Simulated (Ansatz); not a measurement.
## Moving the functional in WSi2

```xyz
3
Lattice="-1.6069 1.6069 3.9150 1.6069 -1.6069 3.9150 1.6069 1.6069 -3.9150" Properties=species:S:1:pos:R:3 pbc="T T T"
W     0.0000    0.0000    0.0000
Si    0.0000    0.0000    5.2092
Si    0.0000    0.0000    2.6207
```

Kept alike: task equation of state; k mesh 12 × 12 × 12; occupations fermi-dirac, width 0.05 eV; no spin polarisation. Program: Ansatz, Ansatz PAW. Cutoffs run from 420 to 500 eV. The mesh is that of the run's cell of 3 atoms. No spin-orbit coupling.

| run | volume (Å³/atom) | bulk modulus (GPa) |
| --- | --- | --- |
| A | 13.409 | 237.9 |
| B | 13.364 | 235.4 |
| C | 13.674 | 221.0 |
| D | 13.145 | 242.3 |

Volume and modulus come from cells scaled at fixed shape and fractions; off cubic symmetry such a modulus can lie above the relaxed one. All rows use potentials made for PBE.

Problem. The runs differ in the functional (and the cutoff that goes with it) alone: LDA; PBE; PBEsol; r2SCAN. Which run is which?

Solution. Run A is r2SCAN; run B is PBEsol; run C is PBE; run D is LDA. The volume runs from 13.145 (LDA) to 13.674 Å³/atom (PBE). From PBE: LDA -0.529; PBEsol -0.310; r2SCAN -0.265. The bulk modulus runs from 221.0 (PBE) to 242.3 GPa (LDA). From PBE: LDA +21.3; PBEsol +14.4; r2SCAN +16.9.
